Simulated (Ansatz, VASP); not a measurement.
# HfSi: VASP beside Ansatz

INCAR

```
SYSTEM = HfSi
ALGO     = Fast           ! electronic algorithm
EDIFF    = 1E-6           ! SCF threshold, eV
ENCUT    = 520            ! plane-wave cutoff, eV
GGA      = CA             ! functional
ISIF     = 2              ! what is computed and relaxed
ISMEAR   = 0              ! smearing method
LASPH    = .TRUE.         ! aspherical terms in the spheres
LCHARG   = .FALSE.        ! write CHGCAR
LREAL    = .FALSE.        ! projectors in reciprocal space
LWAVE    = .FALSE.        ! write WAVECAR
NBANDS   = 14             ! bands
NELM     = 100            ! most SCF steps
PREC     = Accurate       ! precision mode
SIGMA    = 0.05           ! smearing width, eV
```

Contents of KPOINTS:

```
k-points
0
G
  6 6 6
  0 0 0
```

Contents of POSCAR:

```
HfSi
1.0
    0.0000000000      2.9627757018      2.9627757018
    2.9627757018      0.0000000000      2.9627757018
    2.9627757018      2.9627757018      0.0000000000
Hf Si
1 1
Direct
    0.0000000000      0.0000000000      0.0000000000
    0.2500000000      0.2500000000      0.2500000000
```

Input for Ansatz:

```yaml
crystal:
  lattice:
    - [0.0, 2.9627757018, 2.9627757018]
    - [2.9627757018, 0.0, 2.9627757018]
    - [2.9627757018, 2.9627757018, 0.0]
  atoms:
    - { symbol: Hf, position: [0.0, 0.0, 0.0] }
    - { symbol: Si, position: [0.25, 0.25, 0.25] }
basis:
  ecutwfc: 420
kpoints:
  mp_grid: { grid: [6, 6, 6] }
hamiltonian:
  xc: lda
scf:
  occupations: { method: gaussian, width: 0.05 }
output:
  forces: true
  stress: true
  eigenvalues: true
```

The cell comes from a database or a generator and needn't be the stable form of this composition.

Alike in both runs: task single point; functional LDA; k mesh 6 × 6 × 6; occupations gaussian, width 0.05 eV; no spin polarisation.

|  | VASP | Ansatz |
| --- | --- | --- |
| version | VASP 6.6.1 | Ansatz 0.2.0 |
| potentials or method | VASP PAW LDA potentials, release 64 (Hf_pv, Si) | scalar-relativistic, plane waves, PAW |
| plane-wave cutoff (eV) | 520 | 420 |
| valence electrons in the cell | 14 | 30 |

```tsv
	VASP	Ansatz	Ansatz less VASP
gap on the k mesh at the Fermi level (eV)	none	none	-
pressure (GPa)	0.0	-0.1	-0.09
```

A gap of «none» marks a metal or a gap that the smearing closes. The two sets of potentials don't hold the same shells in valence.

The runs have no spin-orbit coupling, so splittings on Hf are missing.
